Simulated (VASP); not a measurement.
A run of VASP 6.6.1 is set up as follows.

INCAR

```
SYSTEM = Mg
PREC = Accurate
ENCUT = 600
EDIFF = 1E-7
ISMEAR = 0
SIGMA = 0.1
LREAL = .FALSE.
LASPH = .TRUE.
NELM = 60
ALGO = Fast
ISIF = 3
LWAVE = .FALSE.
LCHARG = .FALSE.
GGA = PS
IBRION = 2
NSW = 100
EDIFFG = -0.005
```

KPOINTS

```
regular mesh
0
G
  15 15 8
  0 0 0
```

The input POSCAR:

```
Mg
1.0
    3.2093000000      0.0000000000      0.0000000000
   -1.6046500000      2.7793353284      0.0000000000
    0.0000000000      0.0000000000      5.2103000000
Mg
2
Direct
    0.3333333333      0.6666666667      0.2500000000
    0.6666666667      0.3333333333      0.7500000000
```

Potentials or basis: VASP PAW PBE potentials, release 64 (Mg).

Run with:

```bash
$ cat potpaw_PBE.64/Mg/POTCAR > POTCAR
$ mpirun -np 1 vasp_std > vasp.out
```

Question: What does it give for the band gap on the k mesh?

Answer: None (metal or under the smearing width).

Question: Estimate the space group after relaxing (to 0.05 Å).

Answer: P6_3/mmc (No. 194).

Question: Estimate the relaxed volume.

Answer: 22.46 Å³/atom.

The path:
| step | energy change (eV) | largest force (eV/Å) | pressure (GPa) | volume (Å³) |
| --- | --- | --- | --- | --- |
| 1 | 0.0000 | 0.0000 | -1.19 | 46.47 |
| 2 | -0.0061 | 0.0000 | -0.32 | 45.33 |
| 3 | -0.0066 | 0.0000 | 0.04 | 44.90 |
| 4 | -0.0066 | 0.0000 | 0.06 | 44.87 |
| 5 | -0.0068 | 0.0000 | 0.04 | 44.89 |
| 6 | -0.0068 | 0.0000 | 0.02 | 44.92 |

Caveat: the PAW data sets were made with another functional, which shifts forces and pressure a little.
